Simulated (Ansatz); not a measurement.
Consider the ligand exchange at the Si–Cl bond: `CC(C)(C)O[Si](Cl)(Cl)Cl` + tert-butanol → `CC(C)(C)O[Si](Cl)(Cl)OC(C)(C)C` + HCl.

Computed with Ansatz on PBE0-D4/def2-TZVP structures; ΔE is electronic, products minus reactants. CCSD(T)/CBS is the MP2 limit (def2-TZVPP, def2-QZVPP) plus CCSD(T) − MP2 in def2-TZVPP, frozen cores. This one scheme is used for every species. Functionals use def2-TZVPP. One conformer a species, not always the lowest.

```csv
species,r2SCANh energy (Eh)
`CC(C)(C)O[Si](Cl)(Cl)Cl`,-1903.26779
`CC(C)(C)O`,-233.62149
`CC(C)(C)O[Si](Cl)(Cl)OC(C)(C)C`,-1676.10930
HCl,-460.78455
```

Problem. Work out ΔE.

Solution. ΔE = (-1676.10930) + (-460.78455) − (-1903.26779) − (-233.62149) = -0.00457 Eh = -2.9 kcal/mol. CCSD(T)/CBS gives -5.0 kcal/mol.

Largest T1 diagnostic among the species: 0.010.

From BLYP to BHLYP (50 % exact exchange), in def2-TZVPP and without D4, ΔE moves by −2.9 kcal/mol. Leaving LDA and LC-ωPBE aside and taking each functional with its dispersion term where it has one, the values, not all of them listed here, spread over 4.1 kcal/mol, from BHLYP-D4 to PBE-D4. LDA lies −4.3 kcal/mol from PBE without D4.
